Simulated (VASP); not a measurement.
An input for Quantum ESPRESSO's pw.x (written as the equivalent of a VASP run, and not itself run):

```
&CONTROL
  calculation = 'relax'
  pseudo_dir = './pseudo'
  outdir = './out'
  tprnfor = .true.
  tstress = .true.
  nstep = 30
  forc_conv_thr = 0.00039
/
&SYSTEM
  ibrav = 0
  nat = 2
  ntyp = 2
  ecutwfc = 88
  occupations = 'smearing'
  smearing = 'gaussian'
  degauss = 0.003675
  input_dft = 'pbe'
/
&ELECTRONS
  conv_thr = 7.3e-09
  electron_maxstep = 100
/
&IONS
/
ATOMIC_SPECIES
  Na 22.990 Na.upf
  Br 79.904 Br.upf
CELL_PARAMETERS angstrom
     0.0000000    3.0090669    2.9789762
     2.9789762    0.0000000    2.9789762
     2.9789762    3.0090669    0.0000000
ATOMIC_POSITIONS crystal
  Na   0.0000000  0.0000000  0.0000000
  Br   0.5000000  0.5000000  0.5000000
K_POINTS automatic
  8 8 8 0 0 0
```

Q: Translate this input to VASP (INCAR, KPOINTS, POSCAR, choice of POTCAR).

A: One answer among several that fit: 
### INCAR
```
SYSTEM = NaBr
PREC = Accurate
ENCUT = 480
EDIFF = 1E-7
NELM = 100
ALGO = Normal
LREAL = .FALSE.
LASPH = .TRUE.
ISMEAR = 0
SIGMA = 0.05
GGA = PE
LMAXMIX = 4
LWAVE = .FALSE.
LCHARG = .FALSE.
ISIF = 2
IBRION = 2
NSW = 30
EDIFFG = -0.01
```

**POSCAR**
```
NaBr
1
    0.0000000000     3.0090669175     2.9789762483
    2.9789762483     0.0000000000     2.9789762483
    2.9789762483     3.0090669175     0.0000000000
Na Br
1 1
Direct
  0.0000000000   0.0000000000   0.0000000000
  0.5000000000   0.5000000000   0.5000000000
```

File KPOINTS:
```
Automatic mesh
0
Gamma
8 8 8
0 0 0
```

POTCAR, in this order: Na_pv Br (PBE.64 set). Program: vasp_std.

What does not carry over: the potentials are each code's own (VASP's PAW set, PseudoDojo norm-conserving files in pw.x), so ENCUT and ecutwfc are chosen apart and not converted; conv_thr bounds pw.x's estimated SCF error, while EDIFF bounds the energy change between steps; forc_conv_thr acts on force components and is met together with etot_conv_thr.

The compound is NaBr in the rock salt structure. This cell was strained or had an atom moved on purpose.
